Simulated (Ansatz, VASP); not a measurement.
# SiRu2: VASP beside Ansatz

One calculation is typed for both programs; each brings its own data sets. How far apart do they land? The cell is taken from a series of runs on this material, whose earlier steps may have relaxed, scaled, displaced or heated it; both programs get it as it stands.

Program: Ansatz 0.2.0. Level of theory: plane waves, with VASP 6.6.1 beside it; relaxation of cell and atoms at BLYP with D3(BJ). Results are calculated unless marked as measured.

**1. Starting point**

Symmetry: Pnma, No. 62, orthorhombic system. The conventional cell has a = 5.274 Å, b = 4.010 Å, c = 7.398 Å, α = 90.00°, β = 90.00°, γ = 90.00°. Nearest to Si lie 10 Ru at 2.44 to 2.88 Å. Nearest to Ru lie 5 Si at 2.45 to 2.88 Å and 8 Ru at 2.70 to 2.84 Å. Nearest to Ru lie 5 Si at 2.44 to 2.83 Å and 8 Ru at 2.73 to 2.84 Å. Farther neighbours are not listed.

As a file:

```cif
data_structure
_symmetry_space_group_name_H-M 'P 1'
_symmetry_Int_Tables_number 1
_cell_length_a 5.2736
_cell_length_b 4.0101
_cell_length_c 7.3978
_cell_angle_alpha 90.000
_cell_angle_beta 90.000
_cell_angle_gamma 90.000
_cell_volume 156.45
loop_
_atom_site_label
_atom_site_type_symbol
_atom_site_fract_x
_atom_site_fract_y
_atom_site_fract_z
_atom_site_occupancy
Si1 Si 0.29964 0.25000 0.90225 1
Si2 Si 0.70036 0.75000 0.09775 1
Si3 Si 0.79964 0.25000 0.59775 1
Si4 Si 0.20036 0.75000 0.40225 1
Ru5 Ru 0.51386 0.75000 0.78778 1
Ru6 Ru 0.48614 0.25000 0.21222 1
Ru7 Ru 0.01386 0.75000 0.71222 1
Ru8 Ru 0.98614 0.25000 0.28778 1
Ru9 Ru 0.83351 0.25000 0.93467 1
Ru10 Ru 0.16649 0.75000 0.06533 1
Ru11 Ru 0.33351 0.25000 0.56533 1
Ru12 Ru 0.66649 0.75000 0.43467 1
```

**2. VASP: relaxation of cell and atoms, BLYP with D3(BJ)**

The relaxed volume is the usual yardstick between codes: in a stiff, nearly cubic crystal its relative difference is about their pressure difference at one cell divided by the bulk modulus.

Lines of VASP's logs that name or quote its potential files are left out, and so is its time.

Contents of INCAR:

```
SYSTEM = SiRu2
PREC = Accurate
ENCUT = 500
EDIFF = 1E-07
NELM = 120
ISMEAR = 0
SIGMA = 0.1
LREAL = .FALSE.
ALGO = Normal
GGA = B5
ALDAX = 1
AGGAX = 1
AGGAC = 1
ALDAC = 0
IVDW = 12
VDW_S6 = 1
VDW_S8 = 2.6996
VDW_A1 = 0.4298
VDW_A2 = 4.2359
NBANDS = 79
LASPH = .TRUE.
LORBIT = 11
LWAVE = .FALSE.
LCHARG = .FALSE.
ISIF = 3
IBRION = 2
NSW = 80
EDIFFG = -0.005
GGA_COMPAT = .FALSE.
NELMIN = 4
KPAR = 2
```

Contents of POSCAR:

```
SiRu2
1.0
    5.2735540000      0.0000000000      0.0000000000
    0.0000000000      4.0101360000      0.0000000000
    0.0000000000      0.0000000000      7.3977620000
Si Ru
4 8
Direct
    0.2996396737      0.2500000000      0.9022540871
    0.7003603263      0.7500000000      0.0977460481
    0.7996396737      0.2500000000      0.5977460481
    0.2003603263      0.7500000000      0.4022540871
    0.5138622360      0.7500000000      0.7877814263
    0.4861377640      0.2500000000      0.2122187089
    0.0138622360      0.7500000000      0.7122187089
    0.9861377640      0.2500000000      0.2877814263
    0.8335082944      0.2500000000      0.9346716615
    0.1664917056      0.7500000000      0.0653284737
    0.3335082944      0.2500000000      0.5653284737
    0.6664917056      0.7500000000      0.4346716615
```

Contents of KPOINTS:

```
Automatic mesh
0
Gamma
6 8 4
0 0 0
```

The projector-augmented-wave data sets are Si and Ru_pv (PBE family, release 64).

Command:

```sh
> mpirun -np 2 vasp_std
```

Numbers of over 12 decimals in the logs are rounded to 6 here.

The log of the run:

```text
[banner, memory and clock lines left out]
running    2 mpi-ranks, on    1 nodes
 distrk:  each k-point on    1 cores,    2 groups
 distr:  one band on    1 cores,    1 groups

 POSCAR found type information on POSCAR SiRu
 POSCAR found :  2 types and      12 ions
|                                                                             |
|               ----> ADVICE to this user running VASP <----                  |
|                                                                             |
|     You enforced a specific xc type in the INCAR file but a different       |
|     [... a line on the potential file left out ...]
|     I HOPE YOU KNOW WHAT YOU ARE DOING!                                     |
|                                                                             |

 LDA part: xc-table for (Slater(with rela. corr.)+VWN5), standard interpolation
 POSCAR, INCAR and KPOINTS ok, starting setup
 FFT: planning ... GRIDC
 FFT: planning ... GRID_SOFT
 FFT: planning ... GRID
 WAVECAR not read
 entering main loop
       N       E                     dE             d eps       ncg     rms          rms(c)
DAV:   1     0.150792734059E+04    0.15079E+04   -0.72338E+04  9712   0.167E+03
DAV:   2    -0.206687893068E+02   -0.15286E+04   -0.14787E+04  9816   0.524E+02
DAV:   3    -0.881214324900E+02   -0.67453E+02   -0.63748E+02 11294   0.106E+02
DAV:   4    -0.897270366784E+02   -0.16056E+01   -0.15960E+01 10689   0.145E+01
DAV:   5    -0.897695833993E+02   -0.42547E-01   -0.42539E-01 12241   0.220E+00    0.394E+01
DAV:   6    -0.846914498303E+02    0.50781E+01   -0.30078E+01 10255   0.242E+01    0.860E+00
DAV:   7    -0.845668695581E+02    0.12458E+00   -0.21066E+00 10221   0.937E+00    0.757E+00
DAV:   8    -0.845862454512E+02   -0.19376E-01   -0.12031E+00 10608   0.926E+00    0.559E+00
DAV:   9    -0.843975641260E+02    0.18868E+00   -0.40351E-01 10589   0.486E+00    0.464E-01
DAV:  10    -0.843981319751E+02   -0.56785E-03   -0.29712E-02 10460   0.877E-01    0.291E-01
DAV:  11    -0.843984208748E+02   -0.28890E-03   -0.28677E-03 10244   0.321E-01    0.117E-01
DAV:  12    -0.843982733577E+02    0.14752E-03   -0.71551E-04 10604   0.230E-01    0.405E-02
DAV:  13    -0.843982727510E+02    0.60662E-06   -0.42045E-05 10743   0.437E-02    0.121E-02
DAV:  14    -0.843982713434E+02    0.14077E-05   -0.48133E-06 11467   0.986E-03    0.335E-03
DAV:  15    -0.843982712884E+02    0.54959E-07   -0.26608E-07  7132   0.279E-03
   1 F= -.10056602E+03 E0= -.10054276E+03  d E =-.100566E+03
[... from here on, the cycles between the ionic steps are left out ...]
   2 F= -.10057016E+03 E0= -.10054684E+03  d E =-.413791E-02
   3 F= -.10057017E+03 E0= -.10054684E+03  d E =-.414222E-02
   4 F= -.10057153E+03 E0= -.10054788E+03  d E =-.136586E-02
   5 F= -.10057180E+03 E0= -.10054825E+03  d E =-.163713E-02
   6 F= -.10057363E+03 E0= -.10054996E+03  d E =-.182150E-02
   7 F= -.10057377E+03 E0= -.10055006E+03  d E =-.196644E-02
   8 F= -.10057427E+03 E0= -.10055052E+03  d E =-.504453E-03
   9 F= -.10057434E+03 E0= -.10055057E+03  d E =-.573707E-03
  10 F= -.10057435E+03 E0= -.10055057E+03  d E =-.575692E-03
  11 F= -.10057445E+03 E0= -.10055069E+03  d E =-.106978E-03
  12 F= -.10057446E+03 E0= -.10055069E+03  d E =-.111102E-03
 curvature:  -0.97 expect dE=-0.298E-04 dE for cont linesearch -0.117E-06
 trial: gam= 0.22562 g(F)=  0.198E-04 g(S)=  0.109E-04 ort =-0.507E-05 (trialstep = 0.119E+01)
 search vector abs. value=  0.393E-04
 bond charge predicted
       N       E                     dE             d eps       ncg     rms          rms(c)
DAV:   1    -0.844135799510E+02    0.24140E-02   -0.17056E-02 10361   0.110E+00    0.656E-02
DAV:   2    -0.844136340726E+02   -0.54122E-04   -0.13307E-03  9718   0.208E-01    0.265E-02
DAV:   3    -0.844136302298E+02    0.38428E-05   -0.51858E-05 10966   0.581E-02    0.227E-02
DAV:   4    -0.844136245517E+02    0.56781E-05   -0.28097E-05 10754   0.529E-02    0.111E-02
DAV:   5    -0.844136234984E+02    0.10534E-05   -0.54289E-06 11073   0.172E-02    0.302E-03
DAV:   6    -0.844136236792E+02   -0.18081E-06   -0.64968E-07 10423   0.391E-03    0.233E-03
DAV:   7    -0.844136238905E+02   -0.21131E-06   -0.48368E-08  4978   0.124E-03    0.757E-04
DAV:   8    -0.844136239619E+02   -0.71421E-07   -0.16857E-08  4845   0.521E-04
  13 F= -.10057448E+03 E0= -.10055072E+03  d E =-.203378E-04
 trial-energy change:   -0.000020  1 .order   -0.000021   -0.000035   -0.000006
 step:   1.4382(harm=  1.4382)  dis= 0.00057  next Energy=  -100.574478 (dE=-0.213E-04)
 reached required accuracy - stopping structural energy minimisation
```

Parts of OUTCAR (step 2):

```text
ion  position               nearest neighbor table
   1  0.300  0.250  0.902-  10 2.44  10 2.44   5 2.45   5 2.45   9 2.47   6 2.50  11 2.50   9 2.83
                             7 2.88   7 2.88
   2  0.700  0.750  0.098-   9 2.44   9 2.44   6 2.45   6 2.45  10 2.47   5 2.50  12 2.50  10 2.83
                             8 2.88   8 2.88
   3  0.800  0.250  0.598-  12 2.44  12 2.44   7 2.45   7 2.45  11 2.47   8 2.50   9 2.50  11 2.83
                             5 2.88   5 2.88
   4  0.200  0.750  0.402-  11 2.44  11 2.44   8 2.45   8 2.45  12 2.47   7 2.50  10 2.50  12 2.83
                             6 2.88   6 2.88
   5  0.514  0.750  0.788-   1 2.45   1 2.45   2 2.50   7 2.70   7 2.70  12 2.73  10 2.75  11 2.76
                            11 2.76   9 2.84   9 2.84   3 2.88   3 2.88
   6  0.486  0.250  0.212-   2 2.45   2 2.45   1 2.50   8 2.70   8 2.70  11 2.73   9 2.75  12 2.76
                            12 2.76  10 2.84  10 2.84   4 2.88   4 2.88
   7  0.014  0.750  0.712-   3 2.45   3 2.45   4 2.50   5 2.70   5 2.70  10 2.73  12 2.75   9 2.76
                             9 2.76  11 2.84  11 2.84   1 2.88   1 2.88
   8  0.986  0.250  0.288-   4 2.45   4 2.45   3 2.50   6 2.70   6 2.70   9 2.73  11 2.75  10 2.76
                            10 2.76  12 2.84  12 2.84   2 2.88   2 2.88
   9  0.834  0.250  0.935-   2 2.44   2 2.44   1 2.47   3 2.50   8 2.73   6 2.75   7 2.76   7 2.76
                             1 2.83  10 2.84  10 2.84   5 2.84   5 2.84
  10  0.166  0.750  0.065-   1 2.44   1 2.44   2 2.47   4 2.50   7 2.73   5 2.75   8 2.76   8 2.76
                             2 2.83   9 2.84   9 2.84   6 2.84   6 2.84
  11  0.334  0.250  0.565-   4 2.44   4 2.44   3 2.47   1 2.50   6 2.73   8 2.75   5 2.76   5 2.76
                             3 2.83  12 2.84  12 2.84   7 2.84   7 2.84
  12  0.666  0.750  0.435-   3 2.44   3 2.44   4 2.47   2 2.50   5 2.73   7 2.75   6 2.76   6 2.76
                             4 2.83  11 2.84  11 2.84   8 2.84   8 2.84

  LATTYP: Found a simple orthorhombic cell.
 ALAT       =     4.0101360000
 B/A-ratio  =     1.3150561477
 C/A-ratio  =     1.8447658633

 Subroutine GETGRP returns: Found  8 space group operations
 (whereof  2 operations were pure point group operations)

The static configuration has the point symmetry S_2 .
 The point group associated with its full space group is D_2h.

 Found     60 irreducible k-points:

   k-points           NKPTS =     60   k-points in BZ     NKDIM =     60   number of bands    NBANDS=     79

   dimension x,y,z NGX =    40 NGY =   30 NGZ =   54
   dimension x,y,z NGXF=    80 NGYF=   60 NGZF=  108

   ENCUT  =  500.0 eV  36.75 Ry    6.06 a.u.   9.61  7.31 13.49*2*pi/ulx,y,z

   NELECT =     128.0000    total number of electrons

 k-points in reciprocal lattice and weights: Automatic mesh
   0.00000000  0.00000000  0.00000000       0.005
   0.16666667  0.00000000  0.00000000       0.010
   0.33333333  0.00000000  0.00000000       0.010
   0.50000000  0.00000000  0.00000000       0.005
   0.00000000  0.12500000  0.00000000       0.010
   0.16666667  0.12500000  0.00000000       0.021
   0.33333333  0.12500000  0.00000000       0.021
   0.50000000  0.12500000  0.00000000       0.010
   0.00000000  0.25000000  0.00000000       0.010
[...]
0.33333333  0.50000000  0.50000000       0.010
   0.50000000  0.50000000  0.50000000       0.005

 Edisp (eV)  -16.15846

 average (electrostatic) potential at core
       1 -76.7216       2 -76.7216       3 -76.7216       4 -76.7216       5 -66.7753
       6 -66.7753       7 -66.7753       8 -66.7753       9 -66.7645      10 -66.7645
      11 -66.7645      12 -66.7645

 E-fermi :  12.9267

 k-point     1 :       0.0000    0.0000    0.0000
  band No.  band energies     occupation
    ...
     60      12.4109      2.00000
     61      12.4303      2.00000
     62      12.5763      2.00000
     63      12.6567      1.99987
     64      12.6984      1.99876
     65      13.0397      0.11002
     66      13.3743      0.00000
     67      13.6736      0.00000
     68      13.8806      0.00000
     69      13.8884      0.00000
    ...

 k-point     2 :       0.1667    0.0000    0.0000
  band No.  band energies     occupation
    ...
     60      12.5503      2.00000
     61      12.5964      2.00000
     62      12.6353      1.99996
     63      12.6433      1.99994
     64      12.8702      1.57621
     65      13.0577      0.06392
     66      13.3984      0.00000
     67      13.5497      0.00000
     68      13.7414      0.00000
     69      14.1827      0.00000
    ...

 k-point     3 :       0.3333    0.0000    0.0000
  band No.  band energies     occupation
    ...
     60      12.3982      2.00000
     61      12.6698      1.99972
     62      12.7218      1.99624
     63      12.9047      1.24390
     64      12.9066      1.22429
     65      13.3233      0.00000
     66      13.5038      0.00000
     67      13.7419      0.00000
     68      14.0017      0.00000
     69      14.2128      0.00000
    ...

 Edisp (eV)  -16.16085

  Total       0.01720     0.04088     0.00752     0.00000     0.00000     0.00000
  in kB       0.17607     0.41848     0.07699     0.00000     0.00000     0.00000
  external pressure =        0.22 kB  Pullay stress =        0.00 kB

  energy-cutoff  :      500.00
  volume of cell :      156.51
      direct lattice vectors                 reciprocal lattice vectors
     5.290484855 -0.000000000  0.000000000     0.189018592  0.000000000  0.000000000
    -0.000000000  4.010976914  0.000000000     0.000000000  0.249315820  0.000000000
     0.000000000  0.000000000  7.375590657     0.000000000  0.000000000  0.135582362

 POSITION                                       TOTAL-FORCE (eV/Angst)
 -----------------------------------------------------------------------------------
      1.56915      1.00274      6.65633         0.001550     -0.000000      0.000115
      3.72134      3.00823      0.71926        -0.001550      0.000000     -0.000115
      4.21439      1.00274      4.40705         0.001550     -0.000000     -0.000115
      1.07610      3.00823      2.96854        -0.001550      0.000000      0.000115
      2.71024      3.00823      5.82569        -0.001495      0.000000     -0.000588
      2.58024      1.00274      1.54991         0.001495     -0.000000      0.000588
      0.06500      3.00823      5.23770        -0.001495      0.000000      0.000588
      5.22549      1.00274      2.13789         0.001495     -0.000000     -0.000588
      4.41643      1.00274      6.88252        -0.001157      0.000000     -0.001414
      0.87405      3.00823      0.49308         0.001157     -0.000000      0.001414
      1.77119      1.00274      4.18087        -0.001157      0.000000      0.001414
      3.51929      3.00823      3.19472         0.001157     -0.000000     -0.001414
 -----------------------------------------------------------------------------------
    total drift:                                0.000000     -0.000000     -0.000956

  FREE ENERGIE OF THE ION-ELECTRON SYSTEM (eV)
  ---------------------------------------------------
  free  energy   TOTEN  =      -100.5744772711 eV

  energy  without entropy=     -100.5269645702  energy(sigma->0) =     -100.55072092

 reached required accuracy - stopping structural energy minimisation

 total charge
# of ion       s       p       d       tot
------------------------------------------
    1        0.744   0.905   0.000   1.649
    2        0.744   0.905   0.000   1.649
    3        0.744   0.905   0.000   1.649
    4        0.744   0.905   0.000   1.649
    5        0.340   6.281   6.157  12.778
    6        0.340   6.281   6.157  12.778
    7        0.340   6.281   6.157  12.778
    8        0.340   6.281   6.157  12.778
    9        0.348   6.294   6.186  12.828
   10        0.348   6.294   6.186  12.828
   11        0.348   6.294   6.186  12.828
   12        0.348   6.294   6.186  12.828
--------------------------------------------------
tot          5.726  53.920  49.376 109.021

[... 3 further parts left out ...]
```

CONTCAR:

```
SiRu2
   1.00000000000000
     5.2904848554490380   -0.0000000000000000    0.0000000000000000
    -0.0000000000000000    4.0109769138824927    0.0000000000000000
     0.0000000000000000    0.0000000000000000    7.3755906573435919
  Si              Ru
     4     8
Direct
     0.2965978803334913    0.2500000000000000    0.9024815355732849
     0.7034021196665088    0.7500000000000000    0.0975185996267122
     0.7965978803334912    0.2500000000000000    0.5975185996267121
     0.2034021196665087    0.7500000000000000    0.4024815355732849
     0.5122858642031627    0.7500000000000000    0.7898601566542897
     0.4877141357968374    0.2500000000000000    0.2101399785457073
     0.0122858642031626    0.7500000000000000    0.7101399785457073
     0.9877141357968373    0.2500000000000000    0.2898601566542895
     0.8347881456583106    0.2500000000000000    0.9331476841277210
     0.1652118543416895    0.7500000000000000    0.0668524510722759
     0.3347881456583106    0.2500000000000000    0.5668524510722760
     0.6652118543416894    0.7500000000000000    0.4331476841277210
```

Dispersion corrections of this kind ignore metallic screening and tend to overbind metals.

[end of part 1 of 2]

[Lines on the potential files, build, host, timing and source positions are cut from VASP's logs without a mark.]

[Logs are printed without paths, hosts, clocks, repeated set-up lines and the standing remarks that a program may print on its own settings, such as how far it seeks lower states.]

[Hosts, paths, dates, database ids (printed as entryN), source tags and the programs' standing remarks are cut or masked in the printed files.]
